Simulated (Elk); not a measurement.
# RbCl: optical spectrum from first principles

Wanted: where RbCl starts to absorb, how strongly, and its refractive index. The cell comes from an older database entry, whose edges can differ from later determinations, mostly by under a per cent.

Method: DFT, LDA, all-electron APW+lo, Dirac cores, scalar-relativistic bands, independent-particle optical response without local fields, in Elk 11.2.3 (patched build).

The database entry behind the starting cell differs from later determinations by our own check (about 0.5 % short), so it need not match the best structure at ambient conditions.

### 1. Set-up

The structure is cubic, space group Fm-3m (No. 225). The conventional cell has a = 6.548 Å, b = 6.548 Å, c = 6.548 Å, α = 90.00°, β = 90.00°, γ = 90.00°. Rb has 6 Cl at 3.27 Å nearest. Nearest to Cl lie 6 Rb at 3.27 Å. Farther neighbours and most contacts between anions are not listed.

### 2. Ground state

First the ground state: is it a metal or has it a gap?

This step: DFT, LDA, all-electron APW+lo, Dirac cores, scalar-relativistic bands, ground state (Elk 11.2.3 (patched build)).

Input file elk.in:

```
tasks
  0
  120

xctype
  3

nempty
  12

lorbcnd
  .true.

rgkmax
  7.0

swidth
  0.0018375

maxscl
  100

epsengy
  1e-05

sppath
  './'

avec
  0.000000000000 6.186963332025 6.186963332025
  6.186963332025 0.000000000000 6.186963332025
  6.186963332025 6.186963332025 0.000000000000

atoms
  2
  'Rb.in'
  1
  0.000000000000 0.000000000000 0.000000000000   0.000 0.000 0.000
  'Cl.in'
  1
  0.500000000000 0.500000000000 0.500000000000   0.000 0.000 0.000

ngridk
  8 8 8
```

On the command line:

```console
> OMP_NUM_THREADS=4 elk
```

Numbers of over 12 decimals in the logs are rounded to 6 here.

Log:

```text
┌─────────────────────────┐
│ Elk code version 11.2.3 │
└─────────────────────────┘

All units are atomic (Hartree, Bohr, etc.)

┌─────────────────────────────────────────────────┐
│ Ground-state run starting from atomic densities │
└─────────────────────────────────────────────────┘

Lattice vectors :
   0.000000000       6.186963332       6.186963332
   6.186963332       0.000000000       6.186963332
   6.186963332       6.186963332       0.000000000

Reciprocal lattice vectors :
 -0.5077761876      0.5077761876      0.5077761876
  0.5077761876     -0.5077761876      0.5077761876
  0.5077761876      0.5077761876     -0.5077761876

Unit cell volume      :    473.6555408
Brillouin zone volume :   0.5236932583

Muffin-tin inner radius fraction :   0.1000000000E-01

Nuclei treated as point charges

Species : 1 (Rb)
 parameters loaded from : Rb.in
 name : rubidium
 nuclear charge    :   -37.00000000
 electronic charge :    37.00000000
 atomic mass :    155798.2686
 muffin-tin radius :    2.600000000
 number of radial points in muffin-tin :    597
 inner part over the whole radius :   0.9947532429E-02
 number on inner part of muffin-tin    :    424
 approximate nuclear radius :   0.7999050501E-04
 number of mesh points to nuclear radius :    207
 atomic positions (lattice), magnetic fields (Cartesian) :
  1 :   0.00000000  0.00000000  0.00000000    0.00000000  0.00000000  0.00000000

Species : 2 (Cl)
 parameters loaded from : Cl.in
 name : chlorine
 nuclear charge    :   -17.00000000
 electronic charge :    17.00000000
 atomic mass :    64626.86550
 muffin-tin radius :    2.200000000
 number of radial points in muffin-tin :    397
 inner part over the whole radius :   0.9992010025E-02
 number on inner part of muffin-tin    :    278
 approximate nuclear radius :   0.6305718926E-04
 number of mesh points to nuclear radius :    127
 atomic positions (lattice), magnetic fields (Cartesian) :
  1 :   0.50000000  0.50000000  0.50000000    0.00000000  0.00000000  0.00000000

Total number of atoms per unit cell :    2
Total muffin-tin volume :    118.2244147
 ratio of muffin-tin to unit cell volume :   0.2495999826

Spin treatment :
 spin-unpolarised

Number of Bravais lattice symmetries :   48
Number of crystal symmetries         :   48
Crystal has inversion symmetry
Real symmetric eigensolver will be used

k-point grid :      8     8     8
k-point offset :    0.000000000       0.000000000       0.000000000
k-point set is reduced with full crystal symmetry group
Total number of k-points :       29

Muffin-tin radius times maximum |G+k| :    7.000000000
 using average radius
Maximum |G+k| for APW functions       :    2.916666667
Maximum (1/2)|G+k|²                   :    4.253472222
Maximum |G| for potential and density :    12.00000000
Constant for pseudocharge density :    8
 order of it for each species :   15  15
 order of it for pair densities of each species (exact exchange by exxq0 0: 15) :   11   7
Radial integration step length :    1

G-vector grid sizes :     35    35    35
Number of G-vectors :    13803

Maximum angular momentum used for
 APW functions            :    8
 outer part of muffin-tin :    6
 inner part of muffin-tin :    2

Total nuclear charge    :   -54.00000000
Total core charge       :    38.00000000
Total valence charge    :    16.00000000
Total excess charge     :    0.000000000
Total electronic charge :    54.00000000

Effective Wigner radius, rₛ :    1.279361913

Number of empty states         :     24
Total number of valence states :     33
Total number of core states    :     38

Conduction state local-orbitals added automatically
Third-order local-orbitals added for an l without core states : F
Total number of local-orbitals :    111

Exchange-correlation functional :      3     0     0
 Perdew-Wang/Ceperley-Alder, Phys. Rev. B 45, 13244 (1992)
 gradient requirement :    0
 local density approximation (LDA)

Smearing type :    3
 Fermi-Dirac
Smearing width :   0.1837500000E-02
Effective electronic temperature (K) :    580.2366081

Mixing type :    3
 Broyden mixing, J. Phys. A: Math. Gen. 17, L317 (1984)

Kohn-Sham potential initialised from atomic data

┌──────────────────────────────┐
│ Self-consistent loop started │
└──────────────────────────────┘

┌─────────────────┐
│ Loop number : 1 │
└─────────────────┘

Energies :
 Fermi                       :    -0.116066
 sum of occupied eigenvalues :     -2013.0324838109
 electron kinetic            :      3524.1284335670
 core electron kinetic       :      3465.7970034611
 Coulomb                     :     -6838.4112715015
 Coulomb potential           :     -5367.8114011439
 nuclear-nuclear             :     -362.56014519732
 electron-nuclear            :     -7589.2170355136
 Hartree                     :      1113.3659092094
 Madelung                    :     -4154.5055709295
 xc potential                :     -169.34951623404
 exchange                    :     -119.54744501890
 correlation                 :     -4.717880
 electron entropic           :    -0.45257734736247E-11
 total energy                :     -3438.5481632997

Density of states at Fermi energy :   0.5442055539E-07
 (states/Hartree/unit cell)

Estimated indirect band gap :   0.2034254140
 from k-point 1 to k-point 1
Estimated direct band gap   :   0.2034254140
 at k-point 1

Charges :
 core                        :    38.00000000
 valence                     :    16.00000000
 interstitial                :    2.796307844
 muffin-tins (core leakage)
  species : 1 (Rb)
   atom 1                    :    35.34488698     (  0.8973000331E-04)
  species : 2 (Cl)
   atom 1                    :    15.85880517     (  0.7575158222E-05)
 total in muffin-tins        :    51.20369216
 total calculated charge     :    53.99991901
 total charge                :    54.00000000
 error                       :   0.8099174688E-04

┌─────────────────┐
│ Loop number : 2 │
└─────────────────┘

Energies :
 Fermi                       :    -0.114547
 sum of occupied eigenvalues :     -2012.9880035192
 electron kinetic            :      3523.5777357290
 core electron kinetic       :      3465.4217259051
 Coulomb                     :     -6838.3992207508
 Coulomb potential           :     -5367.8099283808
 nuclear-nuclear             :     -362.56014519732
 electron-nuclear            :     -7589.1939470282
 Hartree                     :      1113.3548714747
 Madelung                    :     -4154.4942565604
 xc potential                :     -168.75581086742
 exchange                    :     -119.54557622267
 correlation                 :     -4.717787
 electron entropic           :    -0.45245394720931E-11
 total energy                :     -3439.0848482928

Density of states at Fermi energy :   0.5442399889E-07
 (states/Hartree/unit cell)

Estimated indirect band gap :   0.2027069056
 from k-point 1 to k-point 1
Estimated direct band gap   :   0.2027069056
 at k-point 1

Charges :
 core                        :    38.00000000
 valence                     :    16.00000000
 interstitial                :    2.799688603
 muffin-tins (core leakage)
  species : 1 (Rb)
   atom 1                    :    35.34583370     (  0.8968709067E-04)
  species : 2 (Cl)
   atom 1                    :    15.85447770     (  0.7586138235E-05)
 total in muffin-tins        :    51.20031140
 total calculated charge     :    53.99991906
 total charge                :    54.00000000
 error                       :   0.8093557161E-04

RMS change in Kohn-Sham potential (target) :   0.1257954931     (  0.1000000000E-05)
Absolute change in total energy (target)   :   0.5366849931     (  0.1000000000E-04)

[... 12 loops left out ...]

┌──────────────────┐
│ Loop number : 15 │
└──────────────────┘

Energies :
 Fermi                       :     0.70819663102918E-02
 sum of occupied eigenvalues :     -2008.4925601019
 electron kinetic            :      3523.7746221873
 core electron kinetic       :      3465.9013538991
 Coulomb                     :     -6837.8816782267
 Coulomb potential           :     -5367.8103015680
 nuclear-nuclear             :     -362.56014519732
 electron-nuclear            :     -7588.1380093616
 Hartree                     :      1112.8164763322
 Madelung                    :     -4153.9765274427
 xc potential                :     -164.45688072119
 exchange                    :     -119.45811346812
 correlation                 :     -4.713231
 electron entropic           :    -0.44341731891148E-11
 total energy                :     -3438.2784003771

Density of states at Fermi energy :   0.5442301680E-07
 (states/Hartree/unit cell)

Estimated indirect band gap :   0.1689048192
 from k-point 1 to k-point 1
Estimated direct band gap   :   0.1689048192
 at k-point 1

Charges :
 core                        :    38.00000000
 valence                     :    16.00000000
 interstitial                :    2.971549139
 muffin-tins (core leakage)
  species : 1 (Rb)
   atom 1                    :    35.39450480     (  0.8764605056E-04)
  species : 2 (Cl)
   atom 1                    :    15.63394606     (  0.7641919870E-05)
 total in muffin-tins        :    51.02845086
 total calculated charge     :    53.99992172
 total charge                :    54.00000000
 error                       :   0.7827686608E-04

RMS change in Kohn-Sham potential (target) :   0.2415201490E-07 (  0.1000000000E-05)
Absolute change in total energy (target)   :   0.5524258086E-05 (  0.1000000000E-04)

Convergence targets achieved

┌──────────────────┐
│ Loop number : 16 │
└──────────────────┘

Energies :
 Fermi                       :     0.70819777768527E-02
 sum of occupied eigenvalues :     -2008.4925606738
 electron kinetic            :      3523.7746219203
 core electron kinetic       :      3465.9013541025
 Coulomb                     :     -6837.8816787130
 Coulomb potential           :     -5367.8103021563
 nuclear-nuclear             :     -362.56014519732
 electron-nuclear            :     -7588.1380097434
 Hartree                     :      1112.8164762277
 Madelung                    :     -4153.9765276348
 xc potential                :     -164.45688043783
 exchange                    :     -119.45811347085
 correlation                 :     -4.713231
 electron entropic           :    -0.44341723461168E-11
 total energy                :     -3438.2784011322

Density of states at Fermi energy :   0.5442302158E-07
 (states/Hartree/unit cell)

Estimated indirect band gap :   0.1689048122
 from k-point 1 to k-point 1
Estimated direct band gap   :   0.1689048122
 at k-point 1

Charges :
 core                        :    38.00000000
 valence                     :    16.00000000
 interstitial                :    2.971549170
 muffin-tins (core leakage)
  species : 1 (Rb)
   atom 1                    :    35.39450479     (  0.8764604846E-04)
  species : 2 (Cl)
   atom 1                    :    15.63394604     (  0.7641920105E-05)
 total in muffin-tins        :    51.02845083
 total calculated charge     :    53.99992172
 total charge                :    54.00000000
 error                       :   0.7827686416E-04

┌──────────────────────────────┐
│ Self-consistent loop stopped │
└──────────────────────────────┘

Wrote STATE.OUT
```

The job ended after 8.9 s (4 threads of Intel Xeon Platinum 8488C (Sapphire Rapids), shared host; peak memory 0.1 GiB).

This step gave:

```
total energy           : -3438 Ha
Fermi energy           : 0.1927 eV
DOS at the Fermi level : 2.00e-9 states/eV/cell
gap on the k-mesh      : 4.596 eV
direct gap on the mesh : 4.596 eV
```

There is a gap, 4.60 eV on this mesh (points off the mesh can give less), so no carriers' term is needed.

### 3. Independent particles

With the density converged, the vertical transitions are summed over the zone.

This step: DFT, LDA, all-electron APW+lo, Dirac cores, scalar-relativistic bands, independent-particle optical response without local fields (Elk 11.2.3 (patched build)).

elk.in, as its differences from that of step 2:

```diff
@@ -1,4 +1,6 @@
 tasks
-  0
-  120
+  121
+
+optcomp
+  1 1
 
@@ -17,9 +19,7 @@
 swidth
-  0.0018375
+  0.0055124
 
-maxscl
-  100
-
-epsengy
-  1e-05
+wplot
+  400 100 0
+  0.0 0.58799
```

On the command line:

```console
> OMP_NUM_THREADS=4 elk
```

Log:

```text
┌─────────────────────────────────┐
│ Elk code version 11.2.3 started │
└─────────────────────────────────┘

┌────────────────────┐
│ Current task : 121 │
└────────────────────┘

Info(dielectric):
 dielectric tensor written to EPSILON_ij.OUT
 optical conductivity written to SIGMA_ij.OUT
 for components
  i = 1, j = 1

┌──────────────────┐
│ Elk code stopped │
└──────────────────┘
```

It took 0.74 s on 4 threads; peak memory 0.04 GiB.

This step gave:

```
electronic dielectric constant ε∞, mean over x, y and z (by symmetry where fewer were run) : 2.623
main peak of Im epsilon, first axis                                                        : 9.952 eV
```

Values under the direct gap are tails of Lorentzian lines. Table of Im ε, E ∥ x by photon energy; read off at these points:

photon energy (eV), Im ε, E ∥ x and a bar:
```
     0.00       0.00 
     0.50       0.00 
     1.00       0.01 
     1.50       0.01 
     2.00       0.01 
     2.50       0.02 
     3.00       0.03 
     3.50       0.04 
     4.00       0.06 
     4.50       0.16 #
     5.00       0.63 #####
     5.50       0.61 ####
     6.00       1.16 #########
     6.50       1.98 ##############
     7.00       2.46 ##################
     7.50       3.10 #######################
     7.56       3.19 #######################
     8.00       2.42 ##################
     8.50       1.27 #########
     9.00       1.56 ###########
     9.50       2.79 ####################
    10.00       4.09 ##############################
    10.50       2.60 ###################
    11.00       1.55 ###########
    11.50       1.18 #########
    12.00       0.72 #####
    12.50       1.02 #######
    13.00       0.84 ######
    13.50       1.04 ########
    14.00       0.98 #######
    14.50       1.40 ##########
    15.00       2.05 ###############
    15.50       2.55 ###################
```

Re ε, E ∥ x against photon energy:

photon energy (eV), Re ε, E ∥ x and a bar from the least value:
```
        0       2.62 #####################
        1       2.64 #####################
        2       2.71 ######################
        3       2.84 #######################
        4       3.10 #########################
        5       3.68 ##############################
        6       3.73 ##############################
        7       3.38 ###########################
        8       1.39 ###########
        9       3.01 ########################
       10       1.04 #########
       11      -0.04 
       12       0.90 ########
       13       1.24 ##########
       14       1.71 ##############
       15       1.98 ################
```

The reflectivity at normal incidence, E ∥ x has structure finer than the step of the table below, so its rows give means over 0.5 eV, whole bins alone (the curve runs from 0 to 16.0 eV). Peaks (eV: height): 7.56: 16.5, 10.00: 23.4, 10.80: 23.5, 15.64: 17.4.

The reflectivity at normal incidence, E ∥ x by photon energy; means over each step:

```csv
photon energy (eV),"reflectivity at normal incidence, E ∥ x (%)"
0.5,5.62
1.0,5.68
1.5,5.79
2.0,5.96
2.5,6.19
3.0,6.52
3.5,6.97
4.0,7.63
4.5,8.67
5.0,9.73
5.5,10.5
6.0,11.6
6.5,13.4
7.0,14.0
7.5,15.6
8.0,12.5
8.5,6.64
9.0,10.4
9.5,14.8
10.0,20.8
10.5,19.7
11.0,18.6
11.5,10.5
12.0,3.64
12.5,4.16
13.0,3.27
13.5,4.20
14.0,4.55
14.5,7.19
15.0,10.9
15.5,15.8
```

Table of refractive index n and extinction k by photon energy:

```csv
photon energy (eV),n,k
0.0,1.62,0
0.5,1.62,9.3e-4
1.0,1.63,0.00191
1.5,1.63,0.00299
2.0,1.65,0.00425
2.5,1.66,0.00583
3.0,1.69,0.00796
3.5,1.72,0.0112
4.0,1.76,0.0172
4.5,1.84,0.0431
5.0,1.93,0.165
5.5,1.95,0.156
6.0,1.95,0.298
6.5,2.08,0.475
7.0,1.95,0.633
7.5,1.87,0.831
8.0,1.45,0.836
8.5,1.41,0.450
9.0,1.79,0.435
9.5,1.77,0.791
10.0,1.62,1.26
10.5,1.25,1.04
11.0,0.868,0.894
11.5,0.906,0.650
12.0,1.01,0.357
12.5,1.14,0.450
13.0,1.17,0.359
13.5,1.26,0.415
14.0,1.36,0.363
14.5,1.44,0.487
15.0,1.55,0.659
15.5,1.34,0.949
```

Values under the direct gap are tails of Lorentzian lines. The loss function −Im 1/ε at q → 0, E ∥ x by energy loss; read off at these points:

```csv
energy loss (eV),"loss function −Im 1/ε at q → 0, E ∥ x"
0.00,0
0.50,4.4e-4
1.00,8.9e-4
1.50,0.00137
2.00,0.00191
2.50,0.00254
3.00,0.00333
3.50,0.00441
4.00,0.00629
4.50,0.0139
5.00,0.0454
5.50,0.0412
6.00,0.0764
6.50,0.0947
7.00,0.141
7.50,0.178
8.00,0.311
8.16,0.356
8.50,0.264
9.00,0.136
9.50,0.199
10.00,0.230
10.50,0.371
11.00,0.644
11.50,0.762
11.72,0.928
12.00,0.541
12.50,0.460
13.00,0.376
13.50,0.339
14.00,0.253
14.50,0.264
15.00,0.252
15.50,0.348
```

At chosen wavelengths:

```csv
wavelength (nm),n,k,R (%),1/α
1064,1.63,0.002,5.7,38 µm
633,1.64,0.004,5.9,12 µm
532,1.66,0.005,6.1,8.1 µm
450,1.67,0.007,6.3,5.2 µm
405,1.69,0.008,6.6,3.9 µm
365,1.71,0.010,6.9,2.8 µm
248,1.93,0.164,10.3,120 nm
```

Below the direct gap, k and the depth come from the tails of the Lorentzian lines, not from transitions.

Rows near the edge hang on the gap, which this functional as a rule makes too small, and phonon-assisted absorption is left out.

### 4. Outcome

```
electronic dielectric constant ε∞, mean over x, y and z (by symmetry where fewer were run) (independent particles) : 2.62
main peak of Im epsilon, first axis                                                                                : 9.95 eV
```

**Reading.** At this level (LDA, independent particles) RbCl has ε∞ = 2.62 and n = 1.62 at 1550 nm, and Im ε peaks at 10.0 eV. On the mesh the gap is 4.60 eV and the least direct gap 4.60 eV. Distinct maxima of Im ε, read by a parabola through the highest points, lie at 6.60 eV (2.3), 7.57 eV (3.2), 9.95 eV (4.2) and 15.51 eV (2.6). Excitons and phonon-assisted transitions are missing, and so are local fields; LDA gaps are as a rule too small, which pulls the onset down and ε∞ up. The sum runs over mesh points, so small or evenly spaced maxima can still be ripples of the mesh.

[Machine, clock and banner lines and Python warnings are left out of the logs.]

[Logs are printed without paths, hosts, clocks, repeated set-up lines and the standing remarks that a program may print on its own settings, such as how far it seeks lower states.]

[Hosts, paths, dates, database ids (printed as entryN), source tags and the programs' standing remarks are cut or masked in the printed files.]
